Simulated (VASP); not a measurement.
A run of VASP 6.6.1:

File INCAR:

```
SYSTEM = SnSe
PREC = Accurate ; ENCUT = 600
EDIFF = 1E-8 ; ISMEAR = 0
SIGMA = 0.02 ; LREAL = .False.
LASPH = .True. ; NELM = 60
ALGO = Fast ; ISIF = 2
LWAVE = .False. ; LCHARG = .False.
LEPSILON = .True. ; IBRION = 8
NSW = 1
```

KPOINTS

```
Automatic mesh
0
Gamma
  6 6 4
  0 0 0
```

Contents of POSCAR:

```
SnSe
1.0
    4.1926300000      0.0000000000      0.0000000000
    0.0000000000      4.1926300000      0.0000000000
    0.0000000000      0.0000000000     10.9632800000
Sn Se
2 2
Direct
    0.5000000000      0.0000000000      0.3777900000
    0.0000000000      0.5000000000      0.6222100000
    0.5000000000      0.0000000000      0.6221700000
    0.0000000000      0.5000000000      0.3778300000
```

Potentials or basis: VASP PAW LDA potentials, release 64 (Sn, Se).

Run with:

```console
$ cat potpaw_LDA.64/Sn/POTCAR potpaw_LDA.64/Se/POTCAR > POTCAR
$ mpirun -np 1 vasp_std > vasp.out
```

Hardware: 1 thread of Intel(R) Xeon(R) 6975P-C (Granite Rapids), with other jobs on the host.

Task: Estimate the wall time of this run.

Result: Run time: 15 min on 1 thread of Intel(R) Xeon(R) 6975P-C (Granite Rapids), with other jobs on the host, peak memory 0.76 GiB. Counts: scf iterations 205, k points 30.
